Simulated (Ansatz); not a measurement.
**Rh in Ansatz: convergence with scf exx energy threshold**

Input of the first run (scf exx energy threshold 0.01); the others differ in this setting and in those tied to it:

Contents of input.yaml:

```yaml
crystal:
  lattice:
    - [0.0, 1.89785, 1.89785]
    - [1.89785, 0.0, 1.89785]
    - [1.89785, 1.89785, 0.0]
  atoms:
    - { symbol: Rh, position: [0.0, 0.0, 0.0] }
hamiltonian:
  xc: pbe0
  pseudopotentials: { kind: paw }
kpoints:
  mp_grid: { grid: [6, 6, 6] }
scf:
  occupations: { method: gaussian, width: 0.05 }
  exx: { energy_threshold: 0.01 }
output:
  forces: true
  stress: true
  eigenvalues: true
```

Potentials or basis: Ansatz PAW.

Command:

```bash
$ ansatz run input.yaml --threads 2 --pin off --max-ram 5632MiB --backend cpu --events-out ev --progress --plain --runs-dir out
```

Hardware: 2 threads of Intel(R) Xeon(R) Platinum 8259CL CPU @ 2.50GHz (Skylake/Cascade Lake), on a shared host.

```
scf exx energy threshold  energy less the tightest run, at zero smearing (meV/atom)  SCF cycles  CPU time (s)  peak memory (GiB)
                    0.01                                                       0.00          25            18               0.59
                   0.001                                                       0.00          25            19               0.58
                  0.0001                                                       0.00          25            19               0.58
                   1e-05                                                       0.00          23            19               0.58
                   1e-06                                                       0.00          25            20               0.59
                   1e-07                                                       0.00          28            19               0.58
```

Against the tightest run, the energy stays within 1 meV/atom from 0.01 on. The tightest run that finished is the yardstick and may itself not be fully converged.

Caveat, for the tightest run too: the k mesh is coarse (spacing up to 0.48 Å⁻¹), so the values aren't converged, least of all with exact exchange.
